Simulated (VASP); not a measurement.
# CaSe (Fm-3m) in VASP: a series of runs

One crystal, CaSe, is run at these levels: r2SCAN; tasks: single point.

Everything below comes from runs of VASP 6.6.1. Logs are shortened: lines on timing, memory, paths and dates and some standing lists are left out, and cuts for length are marked.

### 1 The crystal as given

It takes space group Fm-3m (No. 225, cubic). The conventional cell has a = 5.912 Å, b = 5.912 Å, c = 5.912 Å, α = 90.00°, β = 90.00°, γ = 90.00°. Around Se (site symmetry m-3m) lie 6 Ca at 2.96 Å. Ca (site symmetry m-3m) is surrounded by 6 Se at 2.96 Å.

### 2 Single point, r2SCAN

The input, INCAR:

```
ADDGRID = F ; ALGO = Normal
EDIFF = 1E-6 ; ENCUT = 550
ISIF = 2 ; ISMEAR = 0
LASPH = T ; LCHARG = F
LMIXTAU = T ; LREAL = F
LWAVE = F ; METAGGA = R2SCAN
NBANDS = 15 ; NELM = 100
PREC = Accurate ; SIGMA = 0.05
```

The input, KPOINTS:

```
k-points
0
Gamma
  3 3 3
```

The input, POSCAR:

```
CaSe
1.0
    0.0000000000      2.9560000000      2.9560000000
    2.9560000000      0.0000000000      2.9560000000
    2.9560000000      2.9560000000      0.0000000000
Se Ca
1 1
Direct
    0.5137070000      0.4880300000      0.5023060000
    0.0084580000     -0.0027510000     -0.0091450000
```

Potentials or basis: VASP PAW PBE potentials, release 64 (Se, Ca_sv).

Started as:

```
$ cat potpaw_PBE.64/Se/POTCAR potpaw_PBE.64/Ca_sv/POTCAR > POTCAR
$ mpirun -np 1 vasp_std > vasp.out
```

OUTCAR:

```text
EDIFF = 1E-6
   ENCUT = 550
   ISIF = 2
   ISMEAR = 0
   LASPH = T
   LREAL = F
   METAGGA = R2SCAN
   NELM = 100
   PREC = Accurate

 Found     14 irreducible k-points:

 Following reciprocal coordinates:
            Coordinates               Weight
  0.000000  0.000000  0.000000      1.000000
  0.333333  0.000000  0.000000      2.000000
  0.000000  0.333333  0.000000      2.000000
  0.000000  0.000000  0.333333      2.000000
  0.333333  0.333333  0.333333      2.000000
  0.333333  0.333333  0.000000      2.000000
   k-points           NKPTS =     14   k-points in BZ     NKDIM =     14   number of bands    NBANDS=     15
   number of dos      NEDOS =    301   number of ions     NIONS =      2
   total plane-waves  NPLWV =  32768
   dimension x,y,z NGX =    32 NGY =   32 NGZ =   32
   dimension x,y,z NGXF=    64 NGYF=   64 NGZF=   64
   ions per type =               1   1
   NGX,Y,Z   is equivalent  to a cutoff of  12.73, 12.73, 12.73 a.u.
   NGXF,Y,Z  is equivalent  to a cutoff of  25.45, 25.45, 25.45 a.u.
 SYSTEM =  unknown system
   PREC   = accura    normal or accurate (medium, high low for compatibility)
   ISTART =      0    job   : 0-new  1-cont  2-samecut
   ICHARG =      2    charge: 1-file 2-atom 10-const
   ISPIN  =      1    spin polarized calculation?
   LNONCOLLINEAR =      F non collinear calculations
   LSORBIT =      F    spin-orbit coupling
   LASPH  =      T    aspherical Exc in radial PAW
   ENCUT  =  550.0 eV  40.42 Ry    6.36 a.u.   7.99  7.99  7.99*2*pi/ulx,y,z
   NELM   =    100;   NELMIN=  2; NELMDL= -5     # of ELM steps
   EDIFF  = 0.1E-05   stopping-criterion for ELM
   LREAL  =      F    real-space projection
   EDIFFG = 0.1E-04   stopping-criterion for IOM
   NSW    =      0    number of steps for IOM
   IBRION =     -1    ionic relax: 0-MD 1-quasi-New 2-CG
   NFREE  =      0    steps in history (QN), initial steepest desc. (CG)
   ISIF   =      2    stress and relaxation
   ISYM   =      2    0-nonsym 1-usesym 2-fastsym
   POTIM  = 0.5000    time-step for ionic-motion
   TEBEG  =    0.0;   TEEND  =   0.0 temperature during run
   PSTRESS=    0.0 pullay stress
   NELECT =      16.0000    total number of electrons
   NUPDOWN=      -1.0000    fix difference up-down
   EMIN   =  10.00;   EMAX   =-10.00  energy-range for DOS
   EFERMI =   0.00;   METHOD = LEGACY
   ISMEAR =     0;   SIGMA  =   0.05  broadening in eV -4-tet -1-fermi 0-gaus
   EFERMI_NEDOS =   21; number of points for ismear=-14 and -15
   IALGO  =     38    algorithm
   IMIX   =      4    mixing-type and parameters
     AMIX     =   0.40;   BMIX     =  1.00
     AMIX_MAG =   1.60;   BMIX_MAG =  1.00
  volume/ion in A,a.u.               =      25.83       174.30
  Fermi-wavevector in a.u.,A,eV,Ry     =   1.107645  2.093145 16.692666  1.226876
  Thomas-Fermi vector in A             =   2.244161
   LORBIT       =      0    0 simple, 1 ext, 2 COOP (PROOUT), +10 PAW based schemes
   METAGGA = R2SCAN    functional components
   LHFCALC =     F    Hartree Fock is set to
   AEXX    =    0.0000 exact exchange contribution
   IVDW    =     0    specifies the selected vdW correction
   LEPSILON=     F    determine dielectric tensor
   LRPA    =     F    only Hartree local field effects (RPA)
 non-spin polarized calculation
 Gauss-broadening in eV      SIGMA  =   0.05
  energy-cutoff  :      550.00
  volume of cell :       51.66
 maximum number of plane-waves:      1527
   NGX = 15   NGY = 15   NGZ = 15

 number of electron      16.0000000 magnetization

 Free energy of the ion-electron system (eV)
  ---------------------------------------------------
  ext. energy  EPLUGINS =         0.00000000
  ---------------------------------------------------
  free energy    TOTEN  =       -25.89743060 eV

  energy without entropy =      -25.89743060  energy(sigma->0) =      -25.89743060

 E-fermi :   2.5643     XC(G=0):  -9.5749

 val. band max:        2.2305479359   @ k =   0.0000   0.0000   0.0000
 cond. band min:       5.0267202097   @ k =   0.3333   0.0000   0.3333
 fundamental gap:      2.7961722738
 Fermi energy:         2.5642688140

 k-point     1 :       0.0000    0.0000    0.0000
  band No.  band energies     occupation
      1     -39.1050      2.00000
      2     -19.2173      2.00000
      3     -19.2168      2.00000
      4     -19.2168      2.00000
      5      -9.9578      2.00000
      6       2.2287      2.00000
      7       2.2304      2.00000
      8       2.2305      2.00000
      9       6.3622      0.00000
     10       6.4243      0.00000
     11       6.4296      0.00000
     12       6.4311      0.00000
     13       7.0218      0.00000
     14       7.0320      0.00000
     15      12.6715      0.00000

 k-point     2 :       0.3333    0.0000    0.0000
  band No.  band energies     occupation
      1     -39.1000      2.00000
      2     -19.3053      2.00000
      3     -19.2226      2.00000
      4     -19.2222      2.00000
      5      -9.4279      2.00000
      6      -0.4395      2.00000
      7       1.2706      2.00000
      8       1.2723      2.00000
      9       6.7266      0.00000
     10       7.6514      0.00000
     11       7.6521      0.00000
     12       8.9879      0.00000
     13       9.2379      0.00000
     14       9.2463      0.00000
     15      12.3990      0.00000

 k-point     3 :       0.0000    0.3333    0.0000
  band No.  band energies     occupation
      1     -39.1000      2.00000
      2     -19.3054      2.00000
      3     -19.2224      2.00000
      4     -19.2222      2.00000
      5      -9.4279      2.00000
      6      -0.4394      2.00000
      7       1.2696      2.00000
      8       1.2712      2.00000
      9       6.7290      0.00000
     10       7.6523      0.00000
     11       7.6532      0.00000
     12       8.9902      0.00000
     13       9.2378      0.00000
     14       9.2445      0.00000
     15      12.3971      0.00000

 k-point     4 :       0.0000    0.0000    0.3333
  band No.  band energies     occupation
      1     -39.1000      2.00000
      2     -19.3054      2.00000
      3     -19.2224      2.00000
      4     -19.2222      2.00000
      5      -9.4280      2.00000
      6      -0.4393      2.00000
      7       1.2693      2.00000
      8       1.2699      2.00000
      9       6.7309      0.00000
     10       7.6533      0.00000
     11       7.6538      0.00000
     12       8.9921      0.00000
     13       9.2373      0.00000
     14       9.2434      0.00000
     15      12.3984      0.00000

 k-point     5 :       0.3333    0.3333    0.3333
  band No.  band energies     occupation
      1     -39.1000      2.00000
      2     -19.3053      2.00000
      3     -19.2225      2.00000
      4     -19.2222      2.00000
      5      -9.4279      2.00000
      6      -0.4395      2.00000
      7       1.2701      2.00000
      8       1.2718      2.00000
      9       6.7277      0.00000
     10       7.6518      0.00000
     11       7.6527      0.00000
     12       8.9891      0.00000
     13       9.2379      0.00000
     14       9.2454      0.00000
     15      12.3977      0.00000

 k-point     6 :       0.3333    0.3333    0.0000
  band No.  band energies     occupation
      1     -39.0983      2.00000
      2     -19.2843      2.00000
      3     -19.2422      2.00000
      4     -19.2416      2.00000
      5      -9.4420      2.00000
      6      -0.2344      2.00000
      7       1.4226      2.00000
      8       1.4267      2.00000
      9       5.0327      0.00000
     10       7.5944      0.00000
     11       7.8198      0.00000
     12       8.6375      0.00000
     13       8.6413      0.00000
     14      10.0705      0.00000
     15      12.4215      0.00000

 [... further k-points ...]
[... 5 lines left out ...]
  --------------------------------------------------------------------------------------
  -------------------------------------------------------------------------------------
  Total        0.4211066      0.4749435      0.4226350     -0.0016845      0.0023976     -0.0000444
  in kB       13.0604867     14.7302204     13.1078893     -0.0522436      0.0743595     -0.0013772
  external PRESSURE =      13.6328654 kB  Pullay stress =       0.0000000 kB

 VOLUME and BASIS-vectors are now :
 -----------------------------------------------------------------------------
  energy-cutoff  :      550.00
  volume of cell :       51.66
      direct lattice vectors                 reciprocal lattice vectors
     0.000000000  2.956000000  2.956000000    -0.169147497  0.169147497  0.169147497
     2.956000000  0.000000000  2.956000000     0.169147497 -0.169147497  0.169147497
     2.956000000  2.956000000  0.000000000     0.169147497  0.169147497 -0.169147497

 POSITION                                       TOTAL-FORCE (eV/Angst)
 -----------------------------------------------------------------------------------
      2.92743      3.00333      2.96113        -0.019825     -0.150183      0.035032
      5.87684      2.95397      2.97287         0.019825      0.150183     -0.035032
 -----------------------------------------------------------------------------------
    total drift:                                0.001139      0.000665      0.001383

  FREE ENERGIE OF THE ION-ELECTRON SYSTEM (eV)
  ---------------------------------------------------
  free  energy   TOTEN  =       -25.8974306015 eV

  energy  without entropy=      -25.8974306015  energy(sigma->0) =      -25.89743060
```

Wall time 34 s (1 thread of Intel Xeon Platinum 8488C (Sapphire Rapids), shared host); peak memory 0.19 GiB.

These settings aren't checked as converged: the numbers below hold their error.

What came out:

```
Free energy            : -25.8974 eV
Pressure               : 1.4 GPa
Largest force          : 0.155 eV/Å
Band gap on the k mesh : 2.80 eV, indirect (least direct gap 3.60 eV)
```

Caveat: the k mesh is coarse (spacing up to 0.61 Å⁻¹), so the values aren't converged; the PAW data sets were made with another functional, which shifts forces and pressure a little; an odd mesh through Γ misses points on the zone boundary, where band edges often lie.

### 3 Single point, r2SCAN

INCAR: that of step 2 with these lines changed.

```diff
@@ -1,3 +1,3 @@
 ADDGRID = F ; ALGO = Normal
-EDIFF = 1E-6 ; ENCUT = 550
+EDIFF = 1E-6 ; ENCUT = 350
 ISIF = 2 ; ISMEAR = 0
```

The input, KPOINTS:

```
k-points
0
Gamma
  4 4 4
```

The input, POSCAR:

```
CaSe
1.0
    0.0000000000      2.9560000000      2.9560000000
    2.9560000000      0.0000000000      2.9560000000
    2.9560000000      2.9560000000      0.0000000000
Se Ca
1 1
Direct
    0.5000000000      0.5000000000      0.5000000000
    0.0000000000      0.0000000000      0.0000000000
```

Potentials or basis: VASP PAW PBE potentials, release 64 (Se, Ca_sv).

Started as:

```
$ cat potpaw_PBE.64/Se/POTCAR potpaw_PBE.64/Ca_sv/POTCAR > POTCAR
$ mpirun -np 1 vasp_std > vasp.out
```

OUTCAR:

```text
EDIFF = 1E-6
   ENCUT = 350
   ISIF = 2
   ISMEAR = 0
   LASPH = T
   LREAL = F
   METAGGA = R2SCAN
   NELM = 100
   PREC = Accurate

 Found      8 irreducible k-points:

 Following reciprocal coordinates:
            Coordinates               Weight
  0.000000  0.000000  0.000000      1.000000
  0.250000  0.000000  0.000000      8.000000
  0.500000  0.000000  0.000000      4.000000
  0.250000  0.250000  0.000000      6.000000
  0.500000  0.250000  0.000000     24.000000
 -0.250000  0.250000  0.000000     12.000000
[... 177 lines left out ...]
     11       7.8382      0.00000
     12       8.2196      0.00000
     13       9.2190      0.00000
     14      10.3234      0.00000
     15      11.9596      0.00000

 [... further k-points ...]
[... 5 lines left out ...]
  --------------------------------------------------------------------------------------
  -------------------------------------------------------------------------------------
  Total        0.2970826      0.2970826      0.2970826     -0.0000000      0.0000000      0.0000000
  in kB        9.2139203      9.2139203      9.2139203     -0.0000000      0.0000000      0.0000000
  external PRESSURE =       9.2139203 kB  Pullay stress =       0.0000000 kB

 VOLUME and BASIS-vectors are now :
 -----------------------------------------------------------------------------
  energy-cutoff  :      350.00
  volume of cell :       51.66
      direct lattice vectors                 reciprocal lattice vectors
     0.000000000  2.956000000  2.956000000    -0.169147497  0.169147497  0.169147497
     2.956000000  0.000000000  2.956000000     0.169147497 -0.169147497  0.169147497
     2.956000000  2.956000000  0.000000000     0.169147497  0.169147497 -0.169147497

 POSITION                                       TOTAL-FORCE (eV/Angst)
 -----------------------------------------------------------------------------------
      2.95600      2.95600      2.95600         0.000000     -0.000000      0.000000
      0.00000      0.00000      0.00000        -0.000000      0.000000     -0.000000
 -----------------------------------------------------------------------------------
    total drift:                                0.000000      0.000000      0.000000

  FREE ENERGIE OF THE ION-ELECTRON SYSTEM (eV)
  ---------------------------------------------------
  free  energy   TOTEN  =       -25.9635013613 eV

  energy  without entropy=      -25.9635013613  energy(sigma->0) =      -25.96350136
```

Wall time 32 s (1 thread of Intel Xeon Platinum 8488C (Sapphire Rapids), shared host); peak memory 0.15 GiB.

The run converged, but some of its settings lie outside the range that counts as converged, so its numbers aren't taken as properties of the crystal.

Results:

| Property | Result |
| --- | --- |
| Free energy | -25.9635 eV |
| Pressure | 0.9 GPa |
| Band gap on the k mesh | 2.48 eV, indirect (least direct gap 3.43 eV) |

Caveat: the k mesh is coarse (spacing up to 0.46 Å⁻¹), so the values aren't converged; the PAW data sets were made with another functional, which shifts forces and pressure a little.

### 4 For comparison

An earlier run on the cell as given: functional PBEsol; potentials or basis VASP PAW PBE potentials, release 64 (Se, Ca_sv); cutoff 520 eV; k mesh 8 × 8 × 8; occupations fermi-dirac, width 0.05 eV; no spin polarisation.

- Pressure: -0.9 GPa
- Band gap on the k mesh: 1.92 eV, indirect (least direct gap 2.87 eV)
